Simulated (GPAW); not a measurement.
# KCl (Sylvite) (Fm-3m) in GPAW: a series of runs

One crystal, KCl (Sylvite), is run at these levels: PBE; tasks: single point.

Program: GPAW 26.7.0. These are calculated values, not measurements. Logs are shortened: lines on timing, memory, paths and dates and some standing lists are left out, and cuts for length are marked. The log counts tension as positive stress, the text compression.

**The experiment to reproduce.**

From a printed reference work, monograph, for a bulk crystal of KCl: band gap 8.68 eV.

The results are compared with them further down.

## (1) The crystal as given

It takes space group Fm-3m (No. 225, cubic). Conventional cell: a = 6.293 Å, b = 6.293 Å, c = 6.293 Å, α = 90.00°, β = 90.00°, γ = 90.00°. K (site symmetry m-3m) is surrounded by 6 Cl at 3.15 Å. Cl (site symmetry m-3m) is surrounded by 6 K at 3.15 Å.

## (2) Single point, PBE

Contents of run.py:

```python
from ase.dft.bandgap import bandgap
from ase.io import read, write
from ase.units import GPa
from gpaw import GPAW, PW

atoms = read('KCl.xyz')

calc = GPAW(mode=PW(340),
            xc='PBE',
            kpts={'size': (7, 7, 7), 'gamma': True},
            occupations={'name': 'fermi-dirac', 'width': 0.05},
            nbands=16,
            convergence={'density': 1e-05, 'energy': 1e-05},
            maxiter=75,
            txt='gpaw.txt')
atoms.calc = calc
energy = atoms.get_potential_energy()
forces = atoms.get_forces()
stress = atoms.get_stress()
calc.write('gs.gpw')
write('result.traj', atoms)
print(f'Energy: {energy:.6f} eV')
print('Forces (eV/A):')
print(forces.round(4))
print('Stress (GPa):', (stress / GPa).round(3))
print('Fermi level:', round(calc.get_fermi_level(), 4), 'eV')
print(f'Gap: {bandgap(calc)[0]:.4f} eV, direct: {bandgap(calc, direct=True)[0]:.4f} eV')
```

Contents of KCl.xyz:

```xyz
2
Lattice="0.0000000000 3.1464700000 3.1464700000 3.1464700000 0.0000000000 3.1464700000 3.1464700000 3.1464700000 0.0000000000" Properties=species:S:1:pos:R:3 pbc="T T T"
K      0.0000000000      0.0000000000      0.0000000000
Cl     3.1464700000      3.1464700000      3.1464700000
```

Potentials or basis: GPAW PAW data sets (gpaw-data 1.2.1), pw.

Started as:

```console
$ OMP_NUM_THREADS=1 python run.py
```

gpaw.txt:

```text
__  _  _
 | _ |_)|_||  |
 |__||  | ||/\| - 26.7.0

Input parameters:
  mode=PW(ecut=340.0),
  convergence={'density': 1e-05, 'energy': 1e-05},
  kpts=MonkhorstPack(size=(7, 7, 7), gamma=True),
  maxiter=75,
  nbands=16,
  occupations=Occupations(name='fermi-dirac', width=0.05),
  xc=XC(name='PBE')

Diagonalizing LCAO Hamiltonian
Converting LCAO to pw mode

                 Cl

       K

Atoms  # Å, Bohr magnetons
|   | symbol |        x |        y |        z |    initial magnetic moments |
|---|--------|----------|----------|----------|-----------------------------|
| 0 |      K | 0.000000 | 0.000000 | 0.000000 | ( 0.0000,  0.0000,  0.0000) |
| 1 |     Cl | 3.146470 | 3.146470 | 3.146470 | ( 0.0000,  0.0000,  0.0000) |

Unit cell  # Å
| periodic |        x |        y |        z |  lengths |    angles |
|----------|----------|----------|----------|----------|-----------|
|      yes | 0.000000 | 3.146470 | 3.146470 | 4.449781 | 60.000000 |
|      yes | 3.146470 | 0.000000 | 3.146470 | 4.449781 | 60.000000 |
|      yes | 3.146470 | 3.146470 | 0.000000 | 4.449781 | 60.000000 |

Number of symmetries: 48
Symmetry operations  # r_c * U_cc + t_c -> r_c
|    | kind |            matrix            |
|----|------|------------------------------|
|  0 |  σ   |  1, 0, 0,  1, 0,-1,  1,-1, 0 |
|  1 |  C2  |  1, 0, 0,  1,-1, 0,  1, 0,-1 |
|  2 |  E   |  1, 0, 0,  0, 1, 0,  0, 0, 1 |
|  3 |  σ   |  1, 0, 0,  0, 0, 1,  0, 1, 0 |
|  4 |  C4  |  1, 0,-1,  1, 0, 0,  1,-1, 0 |
|  5 |  S6  |  1, 0,-1,  1,-1, 0,  1, 0, 0 |
|  6 |  σ   |  1, 0,-1,  0, 1,-1,  0, 0,-1 |
|  7 |  C3  |  1, 0,-1,  0, 0,-1,  0, 1,-1 |
|  8 |  S6  |  1,-1, 0,  1, 0, 0,  1, 0,-1 |
|  9 |  C4  |  1,-1, 0,  1, 0,-1,  1, 0, 0 |
| 10 |  C3  |  1,-1, 0,  0,-1, 1,  0,-1, 0 |
| 11 |  σ   |  1,-1, 0,  0,-1, 0,  0,-1, 1 |
| 12 |  σ   |  0, 1, 0,  1, 0, 0,  0, 0, 1 |
| 13 |  C4  |  0, 1, 0,  0, 1,-1, -1, 1, 0 |
| 14 |  C3  |  0, 1, 0,  0, 0, 1,  1, 0, 0 |
| 15 |  S6  |  0, 1, 0, -1, 1, 0,  0, 1,-1 |
| 16 |  C2  |  0, 1,-1,  1, 0,-1,  0, 0,-1 |
| 17 |  σ   |  0, 1,-1,  0, 1, 0, -1, 1, 0 |
| 18 |  S4  |  0, 1,-1,  0, 0,-1,  1, 0,-1 |
| 19 |  C4  |  0, 1,-1, -1, 1, 0,  0, 1, 0 |
| 20 |  C3  |  0, 0, 1,  1, 0, 0,  0, 1, 0 |
| 21 |  σ   |  0, 0, 1,  0, 1, 0,  1, 0, 0 |
| 22 |  S6  |  0, 0, 1,  0,-1, 1, -1, 0, 1 |
| 23 |  C4  |  0, 0, 1, -1, 0, 1,  0,-1, 1 |
| 24 |  S4  |  0, 0,-1,  1, 0,-1,  0, 1,-1 |
| 25 |  C3  |  0, 0,-1,  0, 1,-1,  1, 0,-1 |
| 26 |  C2  |  0, 0,-1,  0,-1, 0, -1, 0, 0 |
| 27 |  S6  |  0, 0,-1, -1, 0, 0,  0,-1, 0 |
| 28 |  S4  |  0,-1, 1,  1,-1, 0,  0,-1, 0 |
| 29 |  C4  |  0,-1, 1,  0, 0, 1, -1, 0, 1 |
| 30 |  C2  |  0,-1, 1,  0,-1, 0,  1,-1, 0 |
| 31 |  σ   |  0,-1, 1, -1, 0, 1,  0, 0, 1 |
| 32 |  C3  |  0,-1, 0,  1,-1, 0,  0,-1, 1 |
| 33 |  S6  |  0,-1, 0,  0, 0,-1, -1, 0, 0 |
| 34 |  S4  |  0,-1, 0,  0,-1, 1,  1,-1, 0 |
| 35 |  C2  |  0,-1, 0, -1, 0, 0,  0, 0,-1 |
| 36 |  C2  | -1, 1, 0,  0, 1, 0,  0, 1,-1 |
| 37 |  S6  | -1, 1, 0,  0, 1,-1,  0, 1, 0 |
| 38 |  S4  | -1, 1, 0, -1, 0, 1, -1, 0, 0 |
| 39 |  C3  | -1, 1, 0, -1, 0, 0, -1, 0, 1 |
| 40 |  S6  | -1, 0, 1,  0, 0, 1,  0,-1, 1 |
| 41 |  C2  | -1, 0, 1,  0,-1, 1,  0, 0, 1 |
| 42 |  C3  | -1, 0, 1, -1, 1, 0, -1, 0, 0 |
| 43 |  S4  | -1, 0, 1, -1, 0, 0, -1, 1, 0 |
| 44 |  C2  | -1, 0, 0,  0, 0,-1,  0,-1, 0 |
| 45 |  i   | -1, 0, 0,  0,-1, 0,  0, 0,-1 |
| 46 |  σ   | -1, 0, 0, -1, 1, 0, -1, 0, 1 |
| 47 |  C2  | -1, 0, 0, -1, 0, 1, -1, 1, 0 |

BZ-sampling:
  Number of BZ points: 343
  Number of IBZ points: 20

  Monkhorst-Pack size: [7, 7, 7]
  Monkhorst-Pack shift: [0, 0, 0]

K-points  # in reciprocal-cell coordinates
|     |                                coordinates |     weight |
|-----|--------------------------------------------|------------|
|   0 | (  0.00000000,   0.00000000,   0.00000000) | 0.00291545 |
|   1 | (  0.14285714,   0.14285714,   0.00000000) | 0.01749271 |
|   2 | (  0.14285714,   0.14285714,   0.14285714) | 0.02332362 |
|   3 | (  0.28571429,   0.14285714,   0.14285714) | 0.03498542 |
|   4 | (  0.28571429,   0.28571429,   0.00000000) | 0.01749271 |
|   5 | (  0.28571429,   0.28571429,   0.14285714) | 0.06997085 |
|   6 | (  0.28571429,   0.28571429,   0.28571429) | 0.02332362 |
|   7 | (  0.42857143,  -0.28571429,  -0.28571429) | 0.03498542 |
|   8 | (  0.42857143,   0.28571429,  -0.42857143) | 0.13994169 |
|   9 | (  0.42857143,   0.28571429,  -0.28571429) | 0.06997085 |
| ... |                                            |            |
|  19 | (  0.42857143,   0.42857143,   0.42857143) | 0.02332362 |

Plane wave coefficients: 905
Cutoff: 340.0 eV

Spin-components: 1 (collinear spins)
Bands:           16
Projectors:      10
Spin-degeneracy: 2
Datatype:        complex128

Parallelization:
  kpt:    1
  domain: 1
  band:   1

Density:
  Valence electrons: 16.0
  Components: 1
  Grid points: [20 20 20]
  Charge: 0.0  # |e|

Potential:
  Grid points: [20 20 20]

species:
  K:
    name:    Potassium
    Z:       19.0
    valence: 9
    core:    10
    charge:  0.0  # [|e|]
    compensation charges:
      type: gauss
      rc: 0.35  # [Å]
      lmax: 2
    cutoffs:
      filter: 1.91  # [Å]
      core: 1.27  # [Å]
    projectors
    | kind |    occ | energy [eV] | rcut [Å] |
    |------|--------|-------------|----------|
    |   3s |  2.000 |     -35.338 |    1.122 |
    |   4s |  1.000 |      -2.319 |    1.122 |
    |   3p |  6.000 |     -18.813 |    1.106 |
    |    p |        |       8.398 |    1.106 |
    |    d |        |       0.000 |    0.937 |

    Using partial waves for K as LCAO basis

  Cl:
    name:    Chlorine
    Z:       17.0
    valence: 7
    core:    10
    charge:  0.0  # [|e|]
    compensation charges:
      type: gauss
      rc: 0.25  # [Å]
      lmax: 2
    cutoffs:
      filter: 1.40  # [Å]
      core: 1.49  # [Å]
    projectors
    | kind |    occ | energy [eV] | rcut [Å] |
    |------|--------|-------------|----------|
    |   3s |  2.000 |     -20.689 |    0.794 |
    |   3p |  5.000 |      -8.594 |    0.794 |
    |    s |        |       6.523 |    0.794 |
    |    p |        |      18.617 |    0.794 |
    |    d |        |       0.000 |    0.794 |

    Using partial waves for Cl as LCAO basis

Reference energy: -28937.202614  # eV

eigensolver:
  PPCG
  Converge bands: occupied
  niter=2

density mixing:
  MSR1-Mixer
  Pratt-step length: 0.05
  Maximum mixing coefficient: 0.75
  Old densities: 10
  SVD Regularization: 0.005
  Good broyden scale: 1.0
  Trust region scale: 1.0
  Backstep threshold: 4.0
  History deletion threshold: 6.0
  Fourier metric: weight=20.0, sigma=0.015

occupation numbers:
  Fermi-Dirac:
    width: 0.0500  # eV

poisson solver:
  ecut: 2720.0  # eV

xc functional:
  name: PBE with 2 nearest neighbor stencil

convergence criteria:
- Maximum integral of absolute [dens]ity change: 1e-05 electrons / valence electron
- Maximum [total energy] change in last 3 cyles: 1e-05 eV / valence electron
- Maximum integral of absolute [eigenst]ate change: 4e-08 eV^2 / valence electron
maximum number of iterations: 75

SCF iterations
|iter     | |      energy | eigst |  dens |
|---------|-|-------------|-------|-------|
|iter:   1| |   -6.962608 | -0.63 |       |
|iter:   2| |   -6.922803 | -2.52 | -1.28 |
|iter:   3| |   -6.766512 | -1.89 | -1.32 |
|iter:   4| |   -6.772311 | -3.31 | -1.72 |
|iter:   5| |   -6.775099 | -4.18 | -2.09 |
|iter:   6| |   -6.775242 | -5.50 | -2.89 |
|iter:   7| |   -6.775257c| -6.55 | -3.47 |
|iter:   8| |   -6.775258c| -7.61c| -4.19 |
|iter:   9| |   -6.775258c| -8.18c| -5.13c|

Converged in 9 steps
Energy contributions relative to reference atoms: (reference = -28937.202614)

Energy contributions:
  Kinetic:           4.845701
  Coulomb:          -4.179837
  Zero:             -0.444889
  External:          0.000000
  Xc:               -6.996233
  Entropy:          -0.000000
  Spinorbit:         0.000000
  ----------------------------
  Free energy:      -6.775258
  Extrapolated:     -6.775258

dipole moment: (-22.920338, -22.920338, -22.920338)  # |e|*Ang

Fermi level: 1.675
Eigenvalues  # (at kpt = [0.000, 0.000, 0.000])
| band index |      eig [eV] | occ [0-2] |
|------------|---------------|-----------|
|          0 |       -27.528 |     2.000 |
|          1 |       -12.438 |     2.000 |
|          2 |       -10.993 |     2.000 |
|          3 |       -10.993 |     2.000 |
|          4 |       -10.993 |     2.000 |
|          5 |        -0.326 |     2.000 |
|          6 |        -0.326 |     2.000 |
|          7 |        -0.326 |     2.000 |
|          8 |         4.869 |     0.000 |
|          9 |         8.033 |     0.000 |
|         10 |         8.033 |     0.000 |
|         11 |         8.033 |     0.000 |
|         12 |         8.877 |     0.000 |
|         13 |         8.877 |     0.000 |
|         14 |        12.651 |     0.000 |
|         15 |        15.672 |     0.000 |

Gap: 5.194 eV
Transition (v -> c):
  (s=0, k=0, n=7, [0.00, 0.00, 0.00]) -> (s=0, k=0, n=8, [0.00, 0.00, 0.00])
No difference between direct/indirect transitions

Forces  # eV/Ang
|       x |        y |        z |
|---------|----------|----------|
| 0.00000 | -0.00000 | -0.00000 |  # K    0
| 0.00000 |  0.00000 |  0.00000 |  # Cl   1

Stress tensor  # eV/Ang^3
|        x |        y |        z |
|----------|----------|----------|
| 0.005139 | 0.000000 | 0.000000 |
| 0.000000 | 0.005139 | 0.000000 |
| 0.000000 | 0.000000 | 0.005139 |

# Writing to gs.gpw (mode='')
```

It took 4.9 s on 1 thread of Intel Xeon 6975P-C (Granite Rapids), shared host; peak memory 0.13 GiB.

These settings aren't checked as converged: the numbers below hold their error.

Results:

```
Free energy            : -6.7753 eV
Pressure               : -0.8 GPa
Band gap on the k mesh : 5.19 eV, direct
```

Caveat: the cutoff is short for stress and forces, so pressures can be off by a GPa or more; an odd mesh through Γ misses points on the zone boundary, where band edges often lie.

## (3) Single point, PBE

KCl.xyz is that of step 2.

Potentials or basis: GPAW PAW data sets (gpaw-data 1.2.1), pw.

Started as:

```console
$ OMP_NUM_THREADS=1 gpaw run KCl.xyz -p 'mode=PW(600),xc=PBE,kpts={size:(7,7,7),gamma:True},occupations={name:fermi-dirac,width:0.05},nbands=16,convergence={density:1e-05,energy:1e-05},maxiter=150,txt=gpaw.txt' --properties efs -w gs.gpw
```

Run time: 15 s. Hardware: 1 thread of Intel Xeon Platinum 8488C (Sapphire Rapids), shared host; peak memory 0.16 GiB.

The run converged. Its results:

* Free energy: -6.9696 eV
* Pressure: 0.7 GPa
* Band gap on the k mesh: 5.19 eV, direct

Levels at points of the mesh, in eV from the valence-band top:
```csv
k point,band 4,band 5,band 6,band 7,band 8,band 9,band 10,band 11,band 12
"(0.00, 0.00, 0.00)",-10.66,-10.66,0.00,0.00,0.00,5.19,8.36,8.36,8.36
```

Caveat: an odd mesh through Γ misses points on the zone boundary, where band edges often lie.

## (4) Single point, PBE

run.py, as its differences from that of step 2:

```diff
@@ -7,5 +7,5 @@
 
-calc = GPAW(mode=PW(340),
+calc = GPAW(mode=PW(500),
             xc='PBE',
-            kpts={'size': (7, 7, 7), 'gamma': True},
+            kpts={'size': (6, 6, 6), 'gamma': True},
             occupations={'name': 'fermi-dirac', 'width': 0.05},
@@ -13,3 +13,3 @@
             convergence={'density': 1e-05, 'energy': 1e-05},
-            maxiter=75,
+            maxiter=80,
             txt='gpaw.txt')
```

KCl.xyz is that of step 3.

Started as:

```console
$ OMP_NUM_THREADS=1 python run.py
```

Run time: 5.4 s. Hardware: 1 thread of Intel Xeon 6975P-C (Granite Rapids), shared host; peak memory 0.15 GiB.

It converged, with:

| Property | Result |
| --- | --- |
| Free energy | -6.9562 eV |
| Pressure | 0.5 GPa |
| Band gap on the k mesh | 5.19 eV, direct |

Levels at points of the mesh, in eV from the valence-band top:
| k point | band 6 | band 7 | band 8 | band 9 | band 10 | band 11 |
| --- | --- | --- | --- | --- | --- | --- |
| (0.00, 0.00, 0.00) | 0.00 | 0.00 | 0.00 | 5.19 | 8.36 | 8.36 |
| (0.50, 0.50, 0.00) | -0.66 | -0.22 | -0.22 | 6.53 | 8.34 | 10.06 |
| (0.50, 0.50, 0.50) | -1.05 | -0.32 | -0.32 | 7.58 | 8.60 | 10.47 |

Caveat: the cutoff is short for stress and forces, so pressures can be off by a GPa or more.

## (5) The reference run

An earlier run on the cell as given: functional PBE; potentials or basis GPAW PAW data sets (gpaw-data 1.2.1); cutoff 600 eV; basis pw; k mesh 7 × 7 × 7; occupations fermi-dirac, width 0.05 eV; no spin polarisation.

* Pressure: 0.7 GPa
* Band gap on the k mesh: 5.19 eV, direct

## (6) Against experiment

Step 3. The gap isn't set beside the deposited one, since this odd mesh misses points on the zone boundary.

Step 4. Measured gap of KCl: 8.68 eV (a printed reference work, monograph). This calculation gives 5.19 eV (-3.49 eV). The value is that of PBE, without temperature or zero-point motion. Semilocal functionals fall short of measured gaps as a rule.
